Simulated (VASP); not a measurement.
Write the native input for VASP 6.6.1 that does the following.

- Task: relaxation of cell and atoms
- Functional: PBE
- Potentials or basis: VASP PAW PBE potentials, release 64 (Ba_sv, Zr_sv, O)
- Cutoff: 600 eV
- k mesh: 6 × 6 × 6
- Occupations: gaussian, width 0.03 eV
- Spin: no spin polarisation
- Further INCAR settings: ALGO = Normal; EDIFF = 1e-07; IBRION = 2; EDIFFG = -0.005; NSW = 90; ISIF = 3

The structure of BaZrO3 lies in POSCAR:

```
BaZrO3                                  
1.0
    4.2351027731      0.0000000000      0.0000000000
    0.0000000000      4.2351027731      0.0000000000
   -0.0000000000     -0.0000000000      4.2351027731
  Ba              Zr              O             
     1     1     3
Direct
     0.5000000000000000    0.5000000000000000    0.5000000000000000
     0.0000000000000000    0.0000000000000000    0.0000000000000000
     0.5000000000000000    0.0000000000000000    0.0000000000000000
     0.0000000000000000    0.5000000000000000    0.0000000000000000
     0.0000000000000000    0.0000000000000000    0.5000000000000000
```

The cell was built by a generator and needn't be a form met in nature.

These files were run (other wordings do the same):

INCAR

```
  PREC = Accurate
  ENCUT = 600
  EDIFF = 1E-7
  ISMEAR = 0
  SIGMA = 0.03
  LREAL = False
  LASPH = True
  NELM = 80
  ALGO = Normal
  ISIF = 3
  LWAVE = False
  LCHARG = False
  GGA = PE
  IBRION = 2
  NSW = 90
  EDIFFG = -0.005
```

KPOINTS

```
Automatic mesh
0
Gamma
  6 6 6
```

Potentials or basis: VASP PAW PBE potentials, release 64 (Ba_sv, Zr_sv, O).

The run is started by

```bash
$ cat potpaw_PBE.64/Ba_sv/POTCAR potpaw_PBE.64/Zr_sv/POTCAR potpaw_PBE.64/O/POTCAR > POTCAR
$ mpirun -np 1 vasp_std > vasp.out
```

It gave:

The relaxed volume is 15.19 Å³/atom, the relaxed cell is a = 4.235 Å, b = 4.235 Å, c = 4.235 Å, α = 90.00°, β = 90.00°, γ = 90.00° and the space group after relaxing (to 0.05 Å) is Pm-3m (No. 221). The energy gained by relaxing is 0.0 meV/atom. The ionic steps are 3 and the pressure after relaxing is 0.0 GPa. The band gap on the k mesh is 3.12 eV, indirect (least direct gap 3.38 eV).

Caveat: spin-orbit coupling is left out, which moves the levels of the heavy elements.

Wall time 97 s on 1 thread of Intel(R) Xeon(R) Platinum 8488C (Sapphire Rapids), with other jobs on the host, peak memory 0.24 GiB.
